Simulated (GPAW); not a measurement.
The system is BaZrO3.

```xyz
5
Lattice="4.1913 0.0000 0.0000 0.0000 4.1913 0.0000 0.0000 0.0000 4.1913" Properties=species:S:1:pos:R:3 pbc="T T T"
Ba    0.0000    0.0000    0.0000
Zr    2.0957    2.0957    2.0957
O     2.0957    2.0957    0.0000
O     2.0957    0.0000    2.0957
O     0.0000    2.0957    2.0957
```

- Program: GPAW 26.7.0
- Task: single point
- Functional: PBE
- Potentials or basis: GPAW PAW data sets (gpaw-data 1.2.1)
- Cutoff: 800 eV
- Basis: pw
- k mesh: 6 × 6 × 6
- Occupations: fermi-dirac, width 0.05 eV
- Spin: no spin polarisation

On this cell: pressure 3.7 GPa; largest force zero by symmetry; band gap on the k mesh 3.20 eV, indirect (least direct gap 3.42 eV).

The same run follows on a disturbed copy (atoms moved at random, drawn with an rms of 0.05 Å):

```
Ba Zr O
1.0
     4.19134    0.00000    0.00000
     0.00000    4.19134    0.00000
     0.00000    0.00000    4.19134
Ba Zr O
1 1 3
Direct
  0.00020 0.00777 0.99258
  0.50054 0.50828 0.49188
  0.49283 0.50117 0.00047
  0.49436 0.00155 0.50659
  0.99417 0.50599 0.50463
```

**Question.** What does the disturbed cell give?

**Answer.** The energy moves by +1.8 meV/atom; pressure 3.8 GPa; largest force 0.270 eV/Å; band gap on the k mesh 3.23 eV, indirect (least direct gap 3.46 eV).

Forces on the atoms (eV/Å):
```
Ba  -0.002 -0.008 -0.017
Zr  -0.131 -0.133  0.196
O    0.013 -0.007 -0.039
O   -0.001  0.201 -0.079
O    0.120 -0.052 -0.060
```

Stress tensor (GPa, compression positive):
```
 3.81  0.01 -0.02
 0.01  3.76  0.00
-0.02  0.00  3.93
```

Caveats: spin-orbit coupling is left out, which moves the levels of the heavy elements.

A k mesh can miss the band edges.
